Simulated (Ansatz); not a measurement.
Relax this structure to zero stress and force, keeping its symmetry:

Space group P6_3mc (No. 186). a = 3.076 Å, b = 3.076 Å, c = 5.045 Å, α = 90.00°, β = 90.00°, γ = 120.00°
```json
{"atom": "Si", "site": "2b", "symmetry": "3m.", "x": "0.3333", "y": "0.6667", "z": "0.0045"}
{"atom": "C", "site": "2b", "symmetry": "3m.", "x": "0.3333", "y": "0.6667", "z": "0.3805"}
```

Method: Ansatz 0.2.0, DFT PBEsol, scalar-relativistic, plane waves, PAW.

Cutoff 420 eV; k points 12×12×6 on the computed 4-atom cell (Γ-centred); Gaussian smearing, width 0.02 eV; no spin polarisation.

Q: What does it relax to?

A: The volume stays the same within 0.01 Å³/atom to 10.34 Å³/atom, and the energy changes by under 0.1 meV/atom. Final structure:
```cif
data_structure
_symmetry_space_group_name_H-M 'P 1'
_symmetry_Int_Tables_number 1
_cell_length_a 3.0758
_cell_length_b 3.0758
_cell_length_c 5.0477
_cell_angle_alpha 90.000
_cell_angle_beta 90.000
_cell_angle_gamma 120.000
_cell_volume 41.36
loop_
_atom_site_label
_atom_site_type_symbol
_atom_site_fract_x
_atom_site_fract_y
_atom_site_fract_z
_atom_site_occupancy
Si1 Si 0.33333 0.66667 0.00458 1
Si2 Si 0.66667 0.33333 0.50458 1
C1 C 0.33333 0.66667 0.38042 1
C2 C 0.66667 0.33333 0.88042 1
```

Course of the relaxation (steps run on the plane waves of an earlier cell, and the basis is chosen afresh near the end, so energy and pressure can step there; trial steps that raised the energy were taken back; energies are free energies):

| step | largest force component (eV/Å) | P (GPa) | V (Å³/atom) |
| --- | --- | --- | --- |
| 1 | 0.008 | 0.09 | 10.34 |
| 2 | 0.001 | 0.04 | 10.34 |
| 3 | 0.002 | 0.02 | 10.34 |
| 4 | 0.002 | 0.02 | 10.34 |